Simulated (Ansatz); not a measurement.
This cell of BaSnO₃ (cubic perovskite) is off equilibrium:

```xyz
5
Lattice="4.1761 0.0000 0.0000 0.0000 4.1761 0.0000 0.0000 0.0000 4.1761" Properties=species:S:1:pos:R:3 pbc="T T T"
Ba     0.0000     0.0000     0.0000
Sn     1.5840     2.0880     2.0880
O      0.0000     2.0880     2.0880
O      2.0880     2.0880     0.0000
O      2.0880     0.0000     2.0880
```

Calculation: PBE (plane waves to 420 eV, PAW, scalar-relativistic; Ansatz, an electronic-structure program). k mesh 7×7×7 (Γ-centred), Fermi-Dirac smearing 0.05 eV. E stands for the smeared free energy. Compression counts positive. BaSnO3 was relaxed with its symmetry unable to fall.

Task: Predict the force on every atom, in eV/Å.

Result: 
```csv
atom,Fx,Fy,Fz
Ba1,-1.476,0.000,0.000
Sn2,23.268,0.000,0.000
O3,-20.857,0.000,0.000
O4,-0.467,0.000,0.000
O5,-0.467,0.000,0.000
```

Task: Give the stress tensor in GPa and the pressure.

Result: 
```
   70.8      0.0      0.0
    0.0      0.7      0.0
    0.0      0.0      0.7
```
The pressure, a third of the trace, is 24.1 GPa.

Task: In it atom 2 sits (-0.504, 0.000, 0.000) Å away from its relaxed site. What is its energy relative to the relaxed cell?

Result: 3763 meV/cell.

(For displaced atoms, the force is minus the slope of the energy, and its curvature is a force constant, which sets phonon frequencies.)
